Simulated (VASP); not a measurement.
# AlAs in VASP: settings compared

The runs below take AlAs through relaxation of the atoms, with RPBE, PBE+D4.

Program: VASP 6.6.1. These are calculated values, not measurements. Logs are shortened: lines on timing, memory, paths and dates and some standing lists are left out, and cuts for length are marked.

### Step 1. The undisturbed slab

The cell holds a slab with vacuum, 8 atoms: a = 4.003 Å, b = 4.003 Å, c = 25.622 Å, α = 90.00°, β = 90.00°, γ = 120.00°.

### Step 2. Relaxation of the atoms, RPBE (the (1 1 1) slab of AlAs, cut from the database cell, not relaxed)

The input, INCAR:

```
  PREC = Accurate
  ENCUT = 520
  EDIFF = 1E-6
  ISMEAR = 0
  SIGMA = 0.05
  LREAL = F
  LASPH = T
  NELM = 60
  ALGO = Normal
  ISIF = 2
  LWAVE = F
  LCHARG = F
  LDIPOL = T
  IDIPOL = 3
  DIPOL = 0.5 0.5 0.500
  GGA = RP
  IBRION = 2
  NSW = 40
  EDIFFG = -0.01
```

The input, KPOINTS:

```
regular mesh
0
Gamma
  8 8 1
```

The input, POSCAR:

```
AlAs
1.0
    4.0027900669      0.0000000000      0.0000000000
   -2.0013950335      3.4665178840      0.0000000000
    0.0000000000      0.0000000000     25.6218593124
As Al
4 4
Selective dynamics
Direct
    0.0000000000      0.0000000000      0.2927188034  F F F
    0.3333333333      0.6666666667      0.4202764629  F F F
    0.6666666667      0.3333333333      0.5478341223  T T T
    0.0000000000      0.0000000000      0.6753917817  T T T
    0.3333333333      0.6666666667      0.3246082183  F F F
    0.6666666667      0.3333333333      0.4521658777  F F F
    0.0000000000      0.0000000000      0.5797235371  T T T
    0.3333333333      0.6666666667      0.7072811966  T T T
```

Potentials or basis: VASP PAW PBE potentials, release 64 (As, Al).

On the command line:

```bash
$ cat potpaw_PBE.64/As/POTCAR potpaw_PBE.64/Al/POTCAR > POTCAR
$ mpirun -np 1 vasp_std > vasp.out
```

OUTCAR:

```text
PREC = Accurate
   ENCUT = 520
   EDIFF = 1E-6
   ISMEAR = 0
   LREAL = F
   LASPH = T
   NELM = 60
   ISIF = 2
   GGA = RP
   IBRION = 2
   NSW = 40
   EDIFFG = -0.01

 ion  position               nearest neighbor table
   1  0.000  0.000  0.293-   5 2.45   5 2.45   5 2.45
   2  0.333  0.667  0.420-   6 2.45   6 2.45   6 2.45   5 2.45
   3  0.667  0.333  0.548-   7 2.45   7 2.45   7 2.45   6 2.45
   4  0.000  0.000  0.675-   8 2.45   8 2.45   8 2.45   7 2.45
   5  0.333  0.667  0.325-   1 2.45   1 2.45   1 2.45   2 2.45
   6  0.667  0.333  0.452-   2 2.45   2 2.45   2 2.45   3 2.45
   7  0.000  0.000  0.580-   3 2.45   3 2.45   3 2.45   4 2.45
   8  0.333  0.667  0.707-   4 2.45   4 2.45   4 2.45

  LATTYP: Found a hexagonal cell.
 ALAT       =     4.0027900669
 C/A-ratio  =     6.4010000235

  Lattice vectors:

 A1 = (   4.0027900669,   0.0000000000,   0.0000000000)
 A2 = (  -2.0013950335,   3.4665178840,   0.0000000000)
 A3 = (   0.0000000000,   0.0000000000,  25.6218593124)

Analysis of symmetry for initial positions (statically):
=====================================================================
 Subroutine PRICEL returns:
 Original cell was already a primitive cell.

 Routine SETGRP: Setting up the symmetry group for a
 hexagonal supercell.

 Subroutine GETGRP returns: Found  6 space group operations
 (whereof  6 operations were pure point group operations)
 out of a pool of 24 trial point group operations.

The static configuration has the point symmetry C_3v.

Analysis of symmetry for dynamics (positions and initial velocities):
=====================================================================
 Subroutine PRICEL returns:
 Original cell was already a primitive cell.

 Routine SETGRP: Setting up the symmetry group for a
 hexagonal supercell.

 Subroutine GETGRP returns: Found  6 space group operations
 (whereof  6 operations were pure point group operations)
 out of a pool of 24 trial point group operations.

The dynamic configuration has the point symmetry C_3v.

Analysis of constrained symmetry for selective dynamics:
=====================================================================
 Subroutine PRICEL returns:
 Original cell was already a primitive cell.

 Routine SETGRP: Setting up the symmetry group for a
 hexagonal supercell.

 Subroutine GETGRP returns: Found  6 space group operations
[... 128 lines left out ...]
   IVDW    =     0    specifies the selected vdW correction
   LEPSILON=     F    determine dielectric tensor
   LRPA    =     F    only Hartree local field effects (RPA)
 conjugate gradient relaxation of ions
 non-spin polarized calculation
 Gauss-broadening in eV      SIGMA  =   0.05
  energy-cutoff  :      520.00
  volume of cell :      355.52
 maximum number of plane-waves:      9641
 NGX is ok and might be reduce to    30
   NGX = 15   NGY = 15   NGZ = 95

--------------------------------------- Ionic step        1  -------------------------------------------

 number of electron      31.9999998 magnetization

 Free energy of the ion-electron system (eV)
  ---------------------------------------------------
  ext. energy  EPLUGINS =         0.00000000
  ---------------------------------------------------
  free energy    TOTEN  =       -32.74334933 eV

  energy without entropy =      -32.72906023  energy(sigma->0) =      -32.73620478

------------------------ aborting loop because EDIFF is reached ----------------------------------------

  FORCE on cell =-STRESS in cart. coord.  units (eV):
  Direction    XX          YY          ZZ          XY          YZ          ZX
  --------------------------------------------------------------------------------------
  -------------------------------------------------------------------------------------
  Total        3.7699337      3.7699337      5.5828905     -0.0000000     -0.0000000      0.0000000
  in kB       16.9893746     16.9893746     25.1595454     -0.0000000     -0.0000000      0.0000000
  external PRESSURE =      19.7127649 kB  Pullay stress =       0.0000000 kB
[... 107 lines left out ...]
  FREE ENERGIE OF THE ION-ELECTRON SYSTEM (eV)
  ---------------------------------------------------
  free  energy   TOTEN  =       -32.7793529297 eV

  energy  without entropy=      -32.7654338399  energy(sigma->0) =      -32.77239338

 dipolmoment           0.000000      0.000000      0.070342 electrons x Angstroem

[... ionic steps 4 to 12 ...]

--------------------------------------- Ionic step       13  -------------------------------------------

 number of electron      31.9999998 magnetization

------------------------ aborting loop because EDIFF is reached ----------------------------------------
[... 79 lines left out ...]
--------------------------------------- Ionic step       15  -------------------------------------------

 number of electron      31.9999998 magnetization

 dipolmoment           0.000000      0.000000     -0.192758 electrons x Angstroem

 Free energy of the ion-electron system (eV)
  ---------------------------------------------------
  ext. energy  EPLUGINS =         0.00000000
  ---------------------------------------------------
  free energy    TOTEN  =       -32.82203140 eV

  energy without entropy =      -32.80766235  energy(sigma->0) =      -32.81484687

 E-fermi :   0.0655     XC(G=0):  -5.2047

 val. band max:        0.0101090200   @ k =   0.3750   0.2500   0.0000
 cond. band min:       0.0747091012   @ k =   0.1250   0.0000   0.0000
 fundamental gap:      0.0646000813
 Fermi energy:         0.0654656081

 k-point     1 :       0.0000    0.0000    0.0000
  band No.  band energies     occupation
      1     -12.6233      2.00000
      2     -11.9782      2.00000
      3     -11.4048      2.00000
      4     -10.2845      2.00000
      5      -5.7756      2.00000
      6      -4.4707      2.00000
[... 229 lines left out ...]
     20       3.1790      0.00000
     21       3.5629      0.00000

------------------------ aborting loop because EDIFF is reached ----------------------------------------

 vacuum level on the upper side and lower side of the slab       (xc-potential included)        -1.358         1.145

  FORCE on cell =-STRESS in cart. coord.  units (eV):
  Direction    XX          YY          ZZ          XY          YZ          ZX
  --------------------------------------------------------------------------------------
  -------------------------------------------------------------------------------------
  Total        3.6836772      3.6836772      2.3215378     -0.0000000      0.0000000     -0.0000000
  in kB       16.6006557     16.6006557     10.4621138     -0.0000000      0.0000000     -0.0000000
  external PRESSURE =      14.5544751 kB  Pullay stress =       0.0000000 kB
[... 23 lines left out ...]
  FREE ENERGIE OF THE ION-ELECTRON SYSTEM (eV)
  ---------------------------------------------------
  free  energy   TOTEN  =       -32.8220314044 eV

  energy  without entropy=      -32.8076623454  energy(sigma->0) =      -32.81484687

 reached required accuracy - stopping structural energy minimisation

 vacuum level on the upper side and lower side of the slab         3.316         5.875
```

OSZICAR:

```text
N       E                     dE             d eps       ncg     rms          rms(c)
DAV:   1     0.165646391941E+03    0.16565E+03   -0.10485E+04   420   0.113E+03
DAV:   2    -0.161341876083E+02   -0.18178E+03   -0.17510E+03   623   0.179E+02
DAV:   3    -0.340590849254E+02   -0.17925E+02   -0.17666E+02   516   0.604E+01
[... 203 lines left out ...]
DAV:   1    -0.328220185915E+02   -0.16181E-04   -0.33068E-03   420   0.264E-01    0.207E-02
DAV:   2    -0.328275895440E+02   -0.55710E-02   -0.48396E-04   530   0.202E-01    0.584E-01
DAV:   3    -0.328220280115E+02    0.55615E-02   -0.37323E-04   529   0.198E-01    0.137E-02
DAV:   4    -0.328220323191E+02   -0.43076E-05   -0.53363E-05   550   0.327E-02    0.895E-03
DAV:   5    -0.328220314044E+02    0.91468E-06   -0.10492E-06   392   0.625E-03
  15 F= -.32822031E+02 E0= -.32814847E+02  d E =-.290438E-04
```

CONTCAR:

```text
AlAs
   1.00000000000000
     4.0027900669000003    0.0000000000000000    0.0000000000000000
    -2.0013950335000001    3.4665178839999999    0.0000000000000000
     0.0000000000000000    0.0000000000000000   25.6218593124000016
  As              Al
     4     4
Selective dynamics
Direct
     0.0000000000000000    0.0000000000000000    0.2927188033999997   F   F   F
     0.3333333332999970    0.6666666667000030    0.4202764628999986   F   F   F
     0.6666666667000030    0.3333333332999970    0.5522923193686032   T   T   T
     0.0000000000000000    0.0000000000000000    0.6851038799873345   T   T   T
     0.3333333332999970    0.6666666667000030    0.3246082182999999   F   F   F
     0.6666666667000030    0.3333333332999970    0.4521658776999971   F   F   F
     0.0000000000000000    0.0000000000000000    0.5842390757498688   T   T   T
     0.3333333332999970    0.6666666667000030    0.7153402423727647   T   T   T

  0.00000000E+00  0.00000000E+00  0.00000000E+00
  0.00000000E+00  0.00000000E+00  0.00000000E+00
  0.00000000E+00  0.00000000E+00  0.00000000E+00
  0.00000000E+00  0.00000000E+00  0.00000000E+00
  0.00000000E+00  0.00000000E+00  0.00000000E+00
  0.00000000E+00  0.00000000E+00  0.00000000E+00
  0.00000000E+00  0.00000000E+00  0.00000000E+00
  0.00000000E+00  0.00000000E+00  0.00000000E+00
```

Wall time 19 min (1 thread of Intel Xeon Platinum 8259CL at 2.50GHz (Skylake/Cascade Lake), shared host); peak memory 0.48 GiB.

Results:

| Item | Value |
| --- | --- |
| Free energy | -32.8220 eV |
| Energy gained by relaxing | 9.8 meV/atom |
| Ionic steps | 15 |
| Band gap on the k mesh | none (metal or under the smearing width) |

Step by step:
| step | energy change (eV) | largest force (eV/Å) | pressure (GPa) |
| --- | --- | --- | --- |
| 1 | 0.0000 | 0.7436 | 1.97 |
| 2 | -0.0317 | 0.5997 | 1.96 |
| 3 | -0.0360 | 0.6283 | 1.96 |
| 4 | -0.0401 | 0.6324 | 1.95 |
| 5 | -0.0501 | 0.6446 | 1.89 |
| 6 | -0.0606 | 0.6678 | 1.79 |
| 7 | -0.0669 | 0.6787 | 1.73 |
| 8 | -0.0725 | 0.6986 | 1.61 |
| 9 | -0.0766 | 0.6975 | 1.52 |
| 10 | -0.0780 | 0.6965 | 1.44 |
| 11 | -0.0785 | 0.7015 | 1.45 |
| 12 | -0.0785 | 0.7022 | 1.46 |
| 13 | -0.0786 | 0.7040 | 1.46 |
| 14 | -0.0787 | 0.7049 | 1.46 |
| 15 | -0.0787 | 0.7069 | 1.46 |

Final structure:
```
CELL_PARAMETERS angstrom
4.00279 0.00000 0.00000
-2.00140 3.46652 0.00000
0.00000 0.00000 25.62186
ATOMIC_POSITIONS crystal
As 0.00000 0.00000 0.29272
As 0.33333 0.66667 0.42028
As 0.66667 0.33333 0.55229
As 0.00000 0.00000 0.68510
Al 0.33333 0.66667 0.32461
Al 0.66667 0.33333 0.45217
Al 0.00000 0.00000 0.58424
Al 0.33333 0.66667 0.71534
```

Caveat: the PAW data sets were made with another functional, which shifts forces and pressure a little.

### Step 3. Relaxation of the atoms, PBE+D4 (the (1 1 1) slab of AlAs, cut from the database cell, not relaxed)

The input, INCAR:

```
PREC = Accurate ; ENCUT = 520
EDIFF = 1E-6 ; ISMEAR = 0
SIGMA = 0.05 ; LREAL = F
LASPH = T ; NELM = 80
ALGO = Fast ; ISIF = 2
LWAVE = F ; LCHARG = F
LDIPOL = T ; IDIPOL = 3
DIPOL = 0.5 0.5 0.500 ; GGA = PE
IVDW = 13 ; IBRION = 2
NSW = 40 ; EDIFFG = -0.01
```

The input, KPOINTS:

```
Automatic mesh
0
Gamma
  8 8 1
```

POSCAR is that of step 2.

Potentials or basis: VASP PAW PBE potentials, release 64 (As, Al).

On the command line:

```bash
$ cat potpaw_PBE.64/As/POTCAR potpaw_PBE.64/Al/POTCAR > POTCAR
$ mpirun -np 1 vasp_std > vasp.out
```

Run time: 16 min. Hardware: 1 thread of Intel Xeon Platinum 8259CL at 2.50GHz (Skylake/Cascade Lake), shared host; peak memory 0.48 GiB.

The run converged. Its results:

- Free energy: -37.2834 eV
- Energy gained by relaxing: 4.3 meV/atom
- Ionic steps: 14
- Band gap on the k mesh: none (metal or under the smearing width)
- Dispersion energy per atom: -0.285 eV

The path:
| step | energy change (eV) | largest force (eV/Å) | pressure (GPa) |
| --- | --- | --- | --- |
| 1 | 0.0000 | 0.5923 | 0.22 |
| 2 | -0.0269 | 0.6101 | 0.25 |
| 3 | -0.0300 | 0.6357 | 0.26 |
| 4 | -0.0301 | 0.6331 | 0.26 |
| 5 | -0.0312 | 0.6352 | 0.26 |
| 6 | -0.0328 | 0.6444 | 0.28 |
| 7 | -0.0328 | 0.6443 | 0.28 |
| 8 | -0.0331 | 0.6475 | 0.27 |
| 9 | -0.0333 | 0.6511 | 0.25 |
| 10 | -0.0335 | 0.6520 | 0.24 |
| 11 | -0.0340 | 0.6528 | 0.21 |
| 12 | -0.0343 | 0.6555 | 0.17 |
| 13 | -0.0343 | 0.6547 | 0.17 |
| 14 | -0.0343 | 0.6562 | 0.16 |

Final structure:
```
As Al
1.0
     4.00279    0.00000    0.00000
    -2.00140    3.46652    0.00000
     0.00000    0.00000   25.62186
As Al
4 4
Direct
  0.00000 0.00000 0.29272
  0.33333 0.66667 0.42028
  0.66667 0.33333 0.55009
  0.00000 0.00000 0.67904
  0.33333 0.66667 0.32461
  0.66667 0.33333 0.45217
  0.00000 0.00000 0.58017
  0.33333 0.66667 0.70795
```

Levels at points of the mesh, in eV from the Fermi level:
```csv
k point,band 12,band 13,band 14,band 15,band 16,band 17,band 18,band 19,band 20,band 21
"(0.00, 0.00, 0.00)",-0.74,-0.74,-0.64,0.21,0.21,0.31,1.05,1.71,2.29,2.88
"(0.50, 0.00, 0.00)",-2.55,-2.14,-1.85,-0.86,-0.36,0.05,0.73,1.61,1.72,2.54
```
